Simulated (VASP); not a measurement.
# Settings for Sr: energy along a vibration (SMASS = -2)

Sr, Fm-3m (no. 225), atoms displaced along the mode, 2 atoms in the cell. PBEsol, energy along a line of displacements; PAW potentials Sr_sv (PBE set). VASP 6.6.1.

Wanted: harmonic frequency within 1 %.

Space group without the displacement: Fm-3m (no. 225); Mode: transverse mode at X.

POSCAR of the starting run:
```
Sr
1.0
    3.0423500000      3.0423500000      0.0000000000
   -3.0423500000      3.0423500000      0.0000000000
    0.0000000000      0.0000000000      6.0847000000
Sr
2
Direct
   -0.0065738656      0.0065738656      0.0000000000
    0.5065738656      0.4934261344      0.5000000000

    0.0100000000   0.0000000000   0.0000000000
   -0.0100000000   0.0000000000   0.0000000000
```

The series start from k mesh: 5 × 5 × 3; Cutoff (eV): 300; Step along the mode (Å): 0.02; Extrapolation between steps (IWAVPR): 11. Each series keeps the choices made before it, and each single choice may use up half of a tolerance.

## k mesh

| k mesh | Harmonic frequency (THz) | Time (s) |
|---|---|---|
| 2 × 2 × 2 | 2.339 | 26 |
| 3 × 3 × 2 | 2.28 | 28 |
| 4 × 4 × 3 | 2.128 | 43 |
| 5 × 5 × 3 | 2.239 | 49 |
| 6 × 6 × 4 | 2.236 | 86 |
| 7 × 7 × 5 | 2.236 | 121 |
| 9 × 9 × 7 (reference) | 2.238 | 244 |

Chosen: 5 × 5 × 3, the loosest value from which every tighter one stays within half of the tolerance.

## Cutoff (eV)

| Cutoff (eV) | Harmonic frequency (THz) | Time (s) |
|---|---|---|
| 170 | 2.39 | 31 |
| 200 | 2.228 | 33 |
| 230 | 2.238 | 42 |
| 270 | 2.24 | 51 |
| 300 | 2.239 | 49 |
| 350 (reference) | 2.238 | 75 |

Chosen: 200.

## Extrapolation between steps (IWAVPR)

| Extrapolation between steps (IWAVPR) | Harmonic frequency (THz) | Time (s) |
|---|---|---|
| 11 | 2.227 | 40 |
| 12 | 2.227 | 32 |
| 0 | 2.227 | 46 |

Chosen: 11; no other choice that stays within half of the tolerance saves 30 % of the time.

Also changed on the way, by series that aren't shown: Step along the mode (Å): 0.08.

## All choices together

| Input | Harmonic frequency (THz) | Time (s) |
|---|---|---|
| defaults on a coarse mesh (naive) | 2.258 | 4.5 |
| chosen settings | 2.227 | 40 |
| reference settings throughout | 2.236 | 438 |

The tolerance is met.

## The input

INCAR:
```
SYSTEM = Sr
  GGA = PS
  PREC = Accurate
  ENCUT = 200
  EDIFF = 1E-7
  ALGO = Normal
  LREAL = .FALSE.
  LASPH = .TRUE.
  ISMEAR = 1
  SIGMA = 0.15
  ISYM = 0
  LWAVE = .FALSE.
  LCHARG = .FALSE.
  IBRION = 0
  SMASS = -2
  POTIM = 1
  NSW = 9
  NELMIN = 4
  IWAVPR = 11
  KPAR = 2
```

KPOINTS:
```
Automatic mesh
0
Gamma
  5 5 3
  0 0 0
```

POSCAR:
```
Sr
1.0
    3.0423500000      3.0423500000      0.0000000000
   -3.0423500000      3.0423500000      0.0000000000
    0.0000000000      0.0000000000      6.0847000000
Sr
2
Direct
   -0.0262954624      0.0262954624      0.0000000000
    0.5262954624      0.4737045376      0.5000000000

    0.0400000000   0.0000000000   0.0000000000
   -0.0400000000   0.0000000000   0.0000000000
```

Commands:
```
cat potpaw_PBE.64/Sr_sv/POTCAR > POTCAR
mpirun -np 2 vasp_std > vasp.out
```

The naive input happens to agree within the tolerance here, in 4.5 s.

The chosen input took VASP 6.6.1 40 s on 2 cores (Intel Xeon Platinum 8259CL @ 2.50GHz (Skylake/Cascade Lake)), a shared host.

## An input that fails: POTIM multiplies the typed steps tenfold

It runs to its end, but against the unchanged starting input it is off by 893 % in the harmonic frequency.

Changes against the starting input:
```
- POTIM = 1
+ POTIM = 10
```
